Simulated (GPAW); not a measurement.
Crystal: BaTiO3 (Barioperovskite).

```
CELL_PARAMETERS angstrom
3.98550 0.00000 0.00000
0.00000 2.83690 2.84515
0.00000 -2.83690 2.84515
ATOMIC_POSITIONS crystal
Ba 0.00000 0.00000 0.00000
Ti 0.50000 0.51240 0.51240
O 0.50000 0.99184 0.50524
O 0.50000 0.50524 0.99184
O 0.00000 0.48740 0.48740
```

Base run:

```yaml
Program: GPAW 26.7.0
Functional: PBE
Potentials_or_basis: GPAW PAW data sets (gpaw-data 1.2.1)
Cutoff: 800 eV
Basis: pw
k_mesh: 7 × 7 × 7
Occupations: fermi-dirac, width 0.05 eV
Spin: no spin polarisation
```

Its results: band gap on the k mesh 1.96 eV, indirect (least direct gap 2.09 eV); pressure 3.6 GPa; largest force 0.246 eV/Å.

Question: The run is repeated on the same cell with these changes: cutoff from 800 eV to 600 eV; k mesh from 7 × 7 × 7 to 6 × 6 × 6. What comes out?

Answer: Band gap on the k mesh 1.89 eV, indirect (least direct gap 2.09 eV); pressure -0.7 GPa; largest force 0.249 eV/Å.

Caveats: spin-orbit coupling is left out, which moves the levels of the heavy elements; an odd mesh through Γ misses points on the zone boundary, where band edges often lie (some runs); the cutoff is short for stress and forces, so pressures can be off by a GPa or more (some runs).
